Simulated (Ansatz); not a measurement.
ZnS (P6_3mc), one atom moved along a line

Method: DFT r2SCAN, scalar-relativistic, plane waves, PAW in Ansatz 0.2.0. Settings: plane waves to 500 eV, k-mesh 6×6×2 (Γ-centred), Gaussian smearing 0.05 eV. No spin polarisation. Energies are free energies at this smearing, counted from the undisturbed cell; pressure is positive in compression.

The starting cell (as given, not relaxed at this level; it stands at -0.9 GPa):

```xyz
8
Lattice="3.8227 0.0000 0.0000 -1.9114 3.3106 0.0000 0.0000 0.0000 12.5200" Properties=species:S:1:pos:R:3 pbc="T T T"
Zn    0.0000    0.0000    0.0000
Zn    0.0000    0.0000    6.2600
Zn    0.0000    2.2070    3.1300
Zn    1.9114    1.1035    9.3900
S     0.0000    0.0000    2.3475
S     0.0000    0.0000    8.6075
S     0.0000    2.2070    5.4775
S     1.9114    1.1035   11.7375
```

Atom 3 (Zn) is moved by x along the Cartesian unit vector (0.000, 0.000, 1.000); the cell and all other atoms stay fixed.

```json
{"x (Å)": "-0.4500", "ΔE (meV/cell)": "537.0"}
{"x (Å)": "-0.3375", "ΔE (meV/cell)": "339.7"}
{"x (Å)": "-0.2250", "ΔE (meV/cell)": "169.9"}
{"x (Å)": "-0.1125", "ΔE (meV/cell)": "48.1"}
{"x (Å)": "0.0000", "ΔE (meV/cell)": "0.0"}
{"x (Å)": "0.1125", "ΔE (meV/cell)": "58.9"}
{"x (Å)": "0.2250", "ΔE (meV/cell)": "271.1"}
{"x (Å)": "0.3375", "ΔE (meV/cell)": "705.0"}
{"x (Å)": "0.3938", "ΔE (meV/cell)": "1035.9"}
{"x (Å)": "0.4500", "ΔE (meV/cell)": "1464.0"}
```